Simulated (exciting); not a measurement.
# Pb (Fm-3m) in exciting: reference runs

Aim: a first look at Pb with PBEsol, on the cell as given and on a disturbed one, then over a range of volumes.

Everything below comes from runs of exciting (release sodium). Logs are shortened: lines on timing, memory, paths and dates and some standing lists are left out, and cuts for length are marked.

### Step 1. Starting point

It takes space group Fm-3m (No. 225, cubic). Conventional cell: a = 4.950 Å, b = 4.950 Å, c = 4.950 Å, α = 90.00°, β = 90.00°, γ = 90.00°. Pb (site symmetry m-3m) has 12 Pb at 3.50 Å as nearest neighbours.

### Step 2. Single point, PBEsol

The input, input.xml:

```xml
<input>
  <title>Pb</title>
  <structure speciespath="./" tshift="false">
    <crystal scale="1">
      <basevect>0.000000000000 4.677109952971 4.677109952971</basevect>
      <basevect>4.677109952971 0.000000000000 4.677109952971</basevect>
      <basevect>4.677109952971 4.677109952971 0.000000000000</basevect>
    </crystal>
    <species speciesfile="Pb.xml" rmt="2.3">
      <atom coord="0.000000000000 0.000000000000 0.000000000000"/>
    </species>
  </structure>
  <groundstate do="fromscratch" ngridk="9 9 9" rgkmax="9" gmaxvr="14" lmaxapw="10" lmaxmat="10" lmaxvr="8" xctype="GGA_PBE_SOL" stype="Fermi Dirac" swidth="0.00183747" nempty="8" ValenceRelativity="iora*" epsengy="1e-05" epspot="1e-05" maxscl="60" tforce="true" outputlevel="normal"/>
</input>
```

Potentials or basis: all-electron LAPW+lo, shipped species files, valence relativity iora*.

On the command line:

```bash
$ OMP_NUM_THREADS=1 exciting_smp
```

INFO.OUT:

```text
================================================================================
EXCITING SODIUM started
[... 10 lines left out ...]

 Lattice vectors (cartesian) :
      0.0000000000      4.6771099530      4.6771099530
      4.6771099530      0.0000000000      4.6771099530
      4.6771099530      4.6771099530      0.0000000000

 Reciprocal lattice vectors (cartesian) :
     -0.6716952745      0.6716952745      0.6716952745
      0.6716952745     -0.6716952745      0.6716952745
      0.6716952745      0.6716952745     -0.6716952745

 Unit cell volume                           :     204.6269046900
 Brillouin zone volume                      :       1.2122072306

 Species :    1 (Pb)
     parameters loaded from                 :    Pb.xml
     name                                   :    lead
     nuclear charge                         :     -82.00000000
     electronic charge                      :      82.00000000
     atomic mass                            :  377702.49410000
     muffin-tin radius                      :       2.30000000
     # of radial points in muffin-tin       :     450

     atomic positions (lattice) :
       1 :   0.00000000  0.00000000  0.00000000

 Total number of atoms per unit cell        :       1

 Spin treatment                             :    spin-unpolarised

 Number of Bravais lattice symmetries       :      48
 Number of crystal symmetries               :      48

 k-point grid                               :       9    9    9
 Total number of k-points                   :      35
 k-point set is reduced with crystal symmetries

 R^MT_min * |G+k|_max (rgkmax)              :       9.00000000
 Species with R^MT_min                      :       1 (Pb)
 Maximum |G+k| for APW functions            :       3.91304348
 Maximum |G| for potential and density      :      14.00000000

 G-vector grid sizes                        :      30    30    30
 Total number of G-vectors                  :    9409

 Maximum angular momentum used for
     APW functions                          :      10
     computing H and O matrix elements      :      10
     potential and density                  :       8
     inner part of muffin-tin               :       2

 Total nuclear charge                       :     -82.00000000
 Total electronic charge                    :      82.00000000
 Total core charge                          :      68.00000000
 Total valence charge                       :      14.00000000

 Number of empty states                     :       8
 Total number of valence states             :      16

 Maximum Hamiltonian size                   :     227
 Maximum number of plane-waves              :     213
 Total number of local-orbitals             :      14

 Exchange-correlation type                  :      22
     PBEsol, Phys. Rev. Lett. 100, 136406 (2008)
     Generalised gradient approximation (GGA)

[... 20 lines left out ...]
+ SCF iteration number :    1                                                  +
++++++++++++++++++++++++++++++++++++++++++++++++++++++++++++++++++++++++++++++++
 Total energy                               :    -20917.46738598
 _______________________________________________________________
 Fermi energy                               :         0.27865326
 Kinetic energy                             :     24365.12306423
 Coulomb energy                             :    -44897.97530120
 Exchange energy                            :      -378.95770597
 Correlation energy                         :        -5.65744304

 DOS at Fermi energy (states/Ha/cell)       :        10.47340134

 Electron charges :
     core                                   :        68.00000000
     core leakage                           :         0.01259108
     valence                                :        14.00000000
     interstitial                           :         2.96447078
     charge in muffin-tin spheres :
                  atom     1    Pb          :        79.03552922
     total charge in muffin-tins            :        79.03552922
     total charge                           :        82.00000000

++++++++++++++++++++++++++++++++++++++++++++++++++++++++++++++++++++++++++++++++
+ SCF iteration number :    2                                                  +
++++++++++++++++++++++++++++++++++++++++++++++++++++++++++++++++++++++++++++++++
 Total energy                               :    -20920.22842896
 _______________________________________________________________
 Fermi energy                               :         0.27368657
 Kinetic energy                             :     24363.19786330
 Coulomb energy                             :    -44898.77486299
 Exchange energy                            :      -378.99354438
 Correlation energy                         :        -5.65788489

 DOS at Fermi energy (states/Ha/cell)       :        10.55145755

 Electron charges :
     core                                   :        68.00000000
     core leakage                           :         0.01246910
     valence                                :        14.00000000
     interstitial                           :         2.95065410
     charge in muffin-tin spheres :
                  atom     1    Pb          :        79.04934590
     total charge in muffin-tins            :        79.04934590
     total charge                           :        82.00000000

 RMS change in effective potential (target) :  0.539554E-01  ( 0.100000E-04)
 Absolute change in total energy   (target) :   2.76104      ( 0.100000E-04)
 Charge distance                   (target) :  0.462104E-03  ( 0.100000E-04)
 Abs. change in max-nonIBS-force   (target) :   0.00000      ( 0.500000E-04)

++++++++++++++++++++++++++++++++++++++++++++++++++++++++++++++++++++++++++++++++
+ SCF iteration number :    3                                                  +
++++++++++++++++++++++++++++++++++++++++++++++++++++++++++++++++++++++++++++++++
 Total energy                               :    -20921.63200630
 _______________________________________________________________
 Fermi energy                               :         0.26972084
 Kinetic energy                             :     24362.09808811
 Coulomb energy                             :    -44899.06247822
 Exchange energy                            :      -379.00951650
 Correlation energy                         :        -5.65809969

 DOS at Fermi energy (states/Ha/cell)       :        10.61795987

 Electron charges :
     core                                   :        68.00000000
     core leakage                           :         0.01240274
     valence                                :        14.00000000
     interstitial                           :         2.94269497
     charge in muffin-tin spheres :
                  atom     1    Pb          :        79.05730503
     total charge in muffin-tins            :        79.05730503
     total charge                           :        82.00000000
[... 185 lines left out ...]
 DOS at Fermi energy (states/Ha/cell)       :        10.73498949

 Electron charges :
     core                                   :        68.00000000
     core leakage                           :         0.01233141
     valence                                :        14.00000000
     interstitial                           :         2.93345362
     charge in muffin-tin spheres :
                  atom     1    Pb          :        79.06654638
     total charge in muffin-tins            :        79.06654638
     total charge                           :        82.00000000

 RMS change in effective potential (target) :  0.402438E-08  ( 0.100000E-04)
 Absolute change in total energy   (target) :  0.913988E-06  ( 0.100000E-04)
 Charge distance                   (target) :  0.540627E-09  ( 0.100000E-04)
 Abs. change in max-nonIBS-force   (target) :   0.00000      ( 0.500000E-04)

++++++++++++++++++++++++++++++++++++++++++++++++++++++++++++++++++++++++++++++++
+ SCF iteration number :   11                                                  +
++++++++++++++++++++++++++++++++++++++++++++++++++++++++++++++++++++++++++++++++
 Total energy                               :    -20923.05811477
 _______________________________________________________________
 Fermi energy                               :         0.25933005
 Kinetic energy                             :     24360.60964438
 Coulomb energy                             :    -44898.99252830
 Exchange energy                            :      -379.01699619
 Correlation energy                         :        -5.65823466

 DOS at Fermi energy (states/Ha/cell)       :        10.73498957

 Electron charges :
     core                                   :        68.00000000
     core leakage                           :         0.01233141
     valence                                :        14.00000000
     interstitial                           :         2.93345362
     charge in muffin-tin spheres :
                  atom     1    Pb          :        79.06654638
     total charge in muffin-tins            :        79.06654638
     total charge                           :        82.00000000

 RMS change in effective potential (target) :  0.361697E-08  ( 0.100000E-04)
 Absolute change in total energy   (target) :  0.189248E-05  ( 0.100000E-04)
 Charge distance                   (target) :  0.701393E-09  ( 0.100000E-04)
 Abs. change in max-nonIBS-force   (target) :   0.00000      ( 0.500000E-04)

++++++++++++++++++++++++++++++++++++++++++++++++++++++++++++++++++++++++++++++++
| Convergency criteria checked for the last 2 iterations                       +
| Convergence targets achieved. Performing final SCF iteration                 +
++++++++++++++++++++++++++++++++++++++++++++++++++++++++++++++++++++++++++++++++
 Total energy                               :    -20923.05811486
 _______________________________________________________________
 Fermi energy                               :         0.25933005
 Kinetic energy                             :     24360.60964422
 Coulomb energy                             :    -44898.99252823
 Exchange energy                            :      -379.01699618
 Correlation energy                         :        -5.65823466

 DOS at Fermi energy (states/Ha/cell)       :        10.73498953

 Electron charges :
     core                                   :        68.00000000
     core leakage                           :         0.01233141
     valence                                :        14.00000000
     interstitial                           :         2.93345362
     charge in muffin-tin spheres :
                  atom     1    Pb          :        79.06654638
     total charge in muffin-tins            :        79.06654638
     total charge                           :        82.00000000

++++++++++++++++++++++++++++++++++++++++++++++++++++++++++++++++++++++++++++++++
+ Self-consistent loop stopped                                                 +
++++++++++++++++++++++++++++++++++++++++++++++++++++++++++++++++++++++++++++++++
 STATE.OUT is written

--------------------------------------------------------------------------------
- Writing atomic positions and forces                                          -
--------------------------------------------------------------------------------

 Atomic positions (lattice) :
 atom     1  Pb  :     0.00000000    0.00000000    0.00000000

 Total atomic forces including IBS (cartesian) :
 atom     1  Pb  :     0.00000000    0.00000000    0.00000000

 Atomic force components including IBS (cartesian) :
 atom     1  Pb  :     0.00000000    0.00000000    0.00000000   HF force
                 :     0.00000000    0.00000000    0.00000000   core correction
                 :     0.00000000    0.00000000    0.00000000   IBS correction

********************************************************************************
[... 7 lines left out ...]
| EXCITING SODIUM stopped                                                      =
================================================================================
```

Run time: 20 s. Hardware: 1 thread of Intel Xeon Platinum 8488C (Sapphire Rapids), shared host; peak memory 0.11 GiB.

What came out:

```
Free energy                                       : -569345.4189 eV
Band gap on the k mesh                            : none (metal or under the smearing width)
All electrons inside the program's atomic spheres : Pb 79.07 (radii Pb 2.3 bohr)
```

Caveat: the log's total energy holds no entropy term; the free energy is that total less TS from the occupations. The run has no spin-orbit coupling, so splittings on Pb are missing.

[end of part 1 of 2]
